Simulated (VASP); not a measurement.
Here is a VASP 6.6.1 calculation.

The input INCAR:

```
SYSTEM = KMgF3
  PREC = Accurate
  ENCUT = 600
  EDIFF = 1E-7
  ISMEAR = 0
  SIGMA = 0.03
  LREAL = .FALSE.
  LASPH = .TRUE.
  NELM = 80
  ALGO = Normal
  ISIF = 2
  LWAVE = .FALSE.
  LCHARG = .FALSE.
  GGA = PE
  IVDW = 12
  IBRION = 2
  NSW = 40
  EDIFFG = -0.01
```

The input KPOINTS:

```
regular mesh
0
G
  8 8 8
  0 0 0
```

POSCAR

```
KMgF3                                   
1.0
    4.0334399296      0.0000000000      0.0000000000
    0.0000000000      4.0334399296      0.0000000000
    0.0000000000      0.0000000000      4.0334399296
  K               Mg              F             
     1     1     3
Direct
     0.5000000000000000    0.5000000000000000    0.5000000000000000
     0.0000000000000000    0.0000000000000000    0.0000000000000000
     0.5000000000000000    0.0000000000000000    0.0000000000000000
     0.0000000000000000    0.5000000000000000    0.0000000000000000
     0.0000000000000000    0.0000000000000000    0.5000000000000000
```

Potentials or basis: VASP PAW PBE potentials, release 64 (K_sv, Mg, F).

Launch:

```console
$ cat potpaw_PBE.64/K_sv/POTCAR potpaw_PBE.64/Mg/POTCAR potpaw_PBE.64/F/POTCAR > POTCAR
$ mpirun -np 1 vasp_std > vasp.out
```

Task: Predict the band gap on the k mesh.

Result: 7.04 eV, indirect (least direct gap 7.36 eV).

Task: What does it give for the dispersion energy per atom?

Result: -0.161 eV.

Final structure:
```yaml
crystal:
  lattice:
    - [4.03344, 0.00000, 0.00000]
    - [0.00000, 4.03344, 0.00000]
    - [0.00000, 0.00000, 4.03344]
  atoms:
    - { symbol: K, position: [0.50000, 0.50000, 0.50000] }
    - { symbol: Mg, position: [0.00000, 0.00000, 0.00000] }
    - { symbol: F, position: [0.50000, 0.00000, 0.00000] }
    - { symbol: F, position: [0.00000, 0.50000, 0.00000] }
    - { symbol: F, position: [0.00000, 0.00000, 0.50000] }
```

Caveat: the relaxation stopped at its first step, so nothing moved. A k mesh can miss the band edges.
